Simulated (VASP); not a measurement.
The system is AlRu.

```
Ru Al
1.0
     2.99160    0.00000    0.00000
     0.00000    2.99160    0.00000
     0.00000    0.00000    2.99160
Ru Al
1 1
Direct
  0.50000 0.50000 0.50000
  0.00000 0.00000 0.00000
```

- Program: VASP 6.6.1
- Task: relaxation of cell and atoms
- Functional: PBE0
- Potentials or basis: VASP PAW PBE potentials, release 64 (Ru_pv, Al)
- Cutoff: 600 eV
- k mesh: 5 × 5 × 5
- Occupations: fermi-dirac, width 0.05 eV
- Spin: no spin polarisation

At the start: pressure -3.9 GPa; volume 13.39 Å³/atom.

Task: Where does the relaxation end?

Result: Over 4 steps the energy falls by 11.1 meV/atom and the volume is 13.18 Å³/atom (-1.6 %); space group Pm-3m (No. 221, to 0.05 Å).

Step by step:
| step | energy change (eV) | largest force (eV/Å) | pressure (GPa) | volume (Å³) |
| --- | --- | --- | --- | --- |
| 1 | 0.0000 | 0.0000 | -3.87 | 26.77 |
| 2 | 0.0110 | 0.0000 | 7.15 | 25.54 |
| 3 | -0.0221 | 0.0000 | 0.44 | 26.31 |
| 4 | -0.0221 | 0.0000 | 0.09 | 26.36 |

Final structure:
```
CELL_PARAMETERS angstrom
2.97604 0.00000 0.00000
0.00000 2.97604 0.00000
0.00000 0.00000 2.97604
ATOMIC_POSITIONS crystal
Ru 0.50000 0.50000 0.50000
Al 0.00000 0.00000 0.00000
```

Caveat: the k mesh is coarse (spacing up to 0.42 Å⁻¹), so the values aren't converged, least of all with exact exchange; the PAW data sets were made with another functional, which shifts forces and pressure a little.
